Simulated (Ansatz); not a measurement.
# KF (Carobbiite) in Ansatz: the effect of functional

Crystal: KF (Carobbiite).

```xyz
2
Lattice="0.0000 2.6719 2.6719 2.6719 0.0000 2.6719 2.6719 2.6719 0.0000" Properties=species:S:1:pos:R:3 pbc="T T T"
K     0.0000    0.0000    0.0000
F     2.6719    2.6719    2.6719
```

Alike in all runs:

| Quantity | Value |
| --- | --- |
| Program | Ansatz 0.2.0 |
| Task | single point |
| Potentials or basis | all-electron PAW datasets made for the crystal |
| k mesh | 6 × 6 × 6 |
| Occupations | fermi-dirac, width 0.05 eV |
| Spin | no spin polarisation |

Question: One run gave: gap on the mesh 6.18 eV. Which functional did it use?
A. HSE06
B. PBE
C. PBE0

Answer: B.

| functional | cutoff | gap on the mesh (eV) |
| --- | --- | --- |
| PBE | 280 eV | 6.18 |
| HSE06 | 310 eV | 8.18 |
| PBE0 | 310 eV | 8.95 |

A k mesh can miss the band edges.

Not every run made on this cell is shown here.
